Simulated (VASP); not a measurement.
**ZnS: band structure with HSE06**

**What was measured.**

From “Electronic, vibrational, and thermodynamic properties of ZnS (zincblende and rocksalt structure)”, 2009, arxiv:0911.5022, for a bulk crystal of ZnS at 19 K: band gap 3.85 eV (direct).

Crystal: ZnS.

```
CELL_PARAMETERS angstrom
0.00000 2.68033 2.68033
2.68033 0.00000 2.68033
2.68033 2.68033 0.00000
ATOMIC_POSITIONS crystal
Zn 0.25000 0.25000 0.25000
S 0.00000 0.00000 0.00000
```

```yaml
Program: VASP 6.6.1
Task: band structure
Functional: HSE06
Potentials_or_basis: VASP PAW PBE potentials, release 64 (Zn, S)
Cutoff: 520 eV
k_mesh: 6 × 6 × 6
Occupations: gaussian, width 0.03 eV
Spin: no spin polarisation
Grid_for_exact_exchange_PRECFOCK: Fast
Screening_parameter: 0.2 1/A
Further_INCAR_settings: ALGO = Normal; EDIFF = 1e-07; NBANDS = 16
```

| Property | Result |
| --- | --- |
| Pressure | 2.9 GPa |
| Band gap on the k mesh | 3.46 eV, direct |
| Band gap along the path | 3.46 eV, direct |

Levels at points of the mesh, in eV from the valence-band top:
| k point | band 7 | band 8 | band 9 | band 10 | band 11 | band 12 |
| --- | --- | --- | --- | --- | --- | --- |
| (0.00, 0.00, 0.00) | 0.00 | 0.00 | 0.00 | 3.46 | 7.69 | 7.69 |
| (0.50, 0.00, 0.00) | -5.78 | -0.95 | -0.95 | 4.62 | 8.19 | 8.19 |
| (0.50, 0.50, 0.00) | -5.11 | -2.45 | -2.45 | 4.34 | 5.27 | 12.77 |

Run time: 6.5 min on 2 MPI ranks on Intel(R) Xeon(R) 6975P-C (Granite Rapids), with other jobs on the host, peak memory 0.28 GiB a rank.

A measured gap of ZnS is 3.85 eV (direct; 19 K; quoted in “Electronic, vibrational, and thermodynamic properties of ZnS (zincblende and rocksalt structure)”, 2009, arxiv:0911.5022); the calculated 3.46 eV misses it by -0.39 eV. The value is that of HSE06, without temperature or zero-point motion.

Caveat: the PAW data sets were made with another functional, which shifts forces and pressure a little.
